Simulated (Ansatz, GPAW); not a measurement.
This is a calculation of MgO for GPAW 26.7.0 (ASE script). The cell is a database's computed one, not the measured one.

File run.py:

```python
from ase import Atoms
from ase.dft.bandgap import bandgap
from ase.io import write
from ase.units import Bohr, GPa
from gpaw import GPAW, PW
from gpaw.elf import elf_from_dft_calculation

atoms = Atoms(['Mg', 'O'],
              cell=[[0.0, 2.0970013927, 2.0970013927],
                    [2.0970013927, 0.0, 2.0970013927],
                    [2.0970013927, 2.0970013927, 0.0]],
              scaled_positions=[[0.0, 0.0, 0.0],
                                [0.5, 0.5, 0.5]],
              pbc=True)

calc = GPAW(mode=PW(800),
            xc='PBE',
            kpts={'size': (11, 11, 11), 'gamma': True},
            occupations={'name': 'methfessel-paxton', 'order': 0, 'width': 0.022},
            nbands=16,
            convergence={'density': 1e-05, 'energy': 1e-05},
            maxiter=150,
            txt='gpaw.txt')
atoms.calc = calc
energy = atoms.get_potential_energy()
forces = atoms.get_forces()
stress = atoms.get_stress()
calc.write('gs.gpw')
write('result.traj', atoms)
print(f'Energy: {energy:.6f} eV')
print('Forces (eV/A):')
print(forces.round(4))
print('Stress (GPa):', (stress / GPa).round(3))
print('Fermi level:', round(calc.get_fermi_level(), 4), 'eV')
print(f'Gap: {bandgap(calc)[0]:.4f} eV, direct: {bandgap(calc, direct=True)[0]:.4f} eV')

# fields on the real-space grid
write('density.cube', atoms, data=calc.get_pseudo_density() * Bohr**3)
write('potential.cube', atoms, data=calc.get_electrostatic_potential())
write('elf.cube', atoms, data=elf_from_dft_calculation(calc).data)
```

Potentials or basis: GPAW PAW data sets (gpaw-data 1.2.1), pw.

Command:

```sh
$ OMP_NUM_THREADS=1 python run.py
```

What does the same run look like in Ansatz 0.2.0? Potentials or basis there: all-electron LAPW, scalar-relativistic.

As run (cutoffs and basis follow the program's own potentials, and thresholds, step limits or extra output files can differ):

The input input.yaml:

```yaml
crystal:
  lattice:
    - [0.0, 2.0970013927, 2.0970013927]
    - [2.0970013927, 0.0, 2.0970013927]
    - [2.0970013927, 2.0970013927, 0.0]
  atoms:
    - { symbol: Mg, position: [0.0, 0.0, 0.0] }
    - { symbol: O, position: [0.5, 0.5, 0.5] }
kpoints:
  mp_grid: { grid: [11, 11, 11] }
scf:
  occupations: { method: gaussian, width: 0.022 }
hamiltonian:
  xc: pbe
  pseudopotentials: { kind: all_electron, lapw: { basis_error: 0.001 } }
output:
  forces: true
  stress: true
  eigenvalues: true
```

Potentials or basis: all-electron LAPW, scalar-relativistic.

Launch:

```bash
$ ansatz run input.yaml --threads 1 --pin off --max-ram 3072MiB --backend cpu --events-out ev --progress --plain --runs-dir out
```

Both were run:

|  | GPAW | Ansatz |
| --- | --- | --- |
| Pressure | 7.0 GPa | 7.0 GPa |

Where Ansatz's input types no cutoff or centring, it takes its own default and a Γ-centred mesh.

Pressure is positive in compression.
